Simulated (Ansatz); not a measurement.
The system is Fe.

```
Fe
1.0
     0.00000    1.94174    1.96511
     1.49844    0.00000    1.96511
     1.49844    1.94174    0.00000
Fe
1
Cartesian
  0.0000 0.0000 0.0000
```

| Item | Value |
| --- | --- |
| Program | Ansatz 0.2.0 |
| Task | relaxation of cell and atoms |
| Functional | PBEsol |
| Potentials or basis | Ansatz PAW |
| Cutoff | 420 eV (not typed: the program's choice for these potentials) |
| k mesh | 13 × 13 × 13 |
| Occupations | fermi-dirac, width 0.05 eV |
| Spin | collinear spin, ferromagnetic start |
| Starting moments | [3.0] μB |

At the start: volume 11.44 Å³/atom.

Question: Where does the relaxation end?

Answer: It ends after 6 steps and the volume is 10.79 Å³/atom (-5.6 %); space group Im-3m (No. 229, to 0.05 Å); moment 2.06 μB per cell.

The path:
```tsv
step	energy change (eV)	largest force (eV/Å)	volume (Å³)
1	0.0000	0.0000	11.44
2	-0.0296	0.0000	11.08
3	-0.0413	0.0000	10.68
4	-0.0423	0.0000	10.80
5	-0.0423	0.0000	10.79
6	-0.0419	0.0000	10.79
```

Final structure:
```xyz
1
Lattice="0.0000 1.9686 1.9689 1.3924 0.0000 1.9689 1.3924 1.9686 0.0000" Properties=species:S:1:pos:R:3 pbc="T T T"
Fe    0.0000    0.0000    0.0000
```

Caveat: the plane-wave basis is chosen anew once the cell has moved, so the energies of steps on either side of that aren't comparable; the PAW data sets come from PBE, with cores solved anew for the run's functional, which leaves a small shift of forces and pressure.
